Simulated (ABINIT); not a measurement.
Runs of ABINIT 10.8.3 (patched build) on Te2Mo. It takes space group P6_3/mmc (No. 194, hexagonal). The conventional cell has a = 3.518 Å, b = 3.518 Å, c = 13.974 Å, α = 90.00°, β = 90.00°, γ = 120.00°. Around Te (site symmetry 3m) lie 3 Mo at 2.72 Å. Mo (site symmetry -6m2) is surrounded by 6 Te at 2.72 Å. 

```csv
task,level,potentials or basis,cell,k mesh,cutoff (eV),fine-grid cutoff,cell freedom (optcell),cutoff smearing ecutsm (Ha),optimiser (ionmov),force stop (Ha/bohr),gap on the mesh (eV),pressure (GPa),relaxed volume (Å³/atom),largest force (eV/Å)
single point,PBE,JTH PAW PBE v2.0,as given,9 × 9 × 2,408,816.342 eV,-,-,-,-,0.74,3.8,-,0.30
relaxation of cell and atoms,LDA,JTH PAW LDA v2.0,relaxed,8 × 8 × 2,408,816.342 eV,2,0.5,22,5e-05,0.68,0.0,24.17,-
single point,LDA,JTH PAW LDA v2.0,as given,7 × 7 × 2,408,816.342 eV,-,-,-,-,0.77,-2.2,-,0.17
band structure,r2SCAN,JTH PAW PBE v2.0,as given,8 × 8 × 2,490,979.61 eV,-,-,-,-,0.86,-,-,(b)
band structure,PBEsol,JTH PAW PBE v2.0,as given,9 × 9 × 2,408,816.342 eV,-,-,-,-,(a),-0.1,-,0.06
single point,PBEsol,JTH PAW PBE v2.0,as given,7 × 7 × 2,408,816.342 eV,-,-,-,-,0.78,-0.1,-,0.06
relaxation of cell and atoms,PBEsol,JTH PAW PBE v2.0,relaxed,9 × 9 × 2,408,816.342 eV,2,0.5,22,5e-05,0.74,0.0,24.90,-
single point,PBE,JTH PAW PBE v2.0,as given,7 × 7 × 2,408,816.342 eV,-,-,-,-,0.80,3.8,-,0.30
```

Alike in all rows: no spin polarisation; smearing fermi-dirac 0.05 eV.

Estimate the missing entries.

(a) 0.72; (b) 0.07.

Caveats: spin-orbit coupling is left out, which moves the levels of the heavy elements; an odd mesh through Γ misses points on the zone boundary, where band edges often lie (some runs); this functional lacks dispersion, which binds the layers, so the pressure and a relaxed spacing across them are unreliable (some runs); the PAW data sets were made with another functional, which shifts forces and pressure a little (some runs); the mesh misses the band edges, which the band path finds closer together (some runs).

A k mesh can miss the band edges, and the runs leave out spin-orbit coupling on Mo, Te.

Not every run made on this cell is shown here.
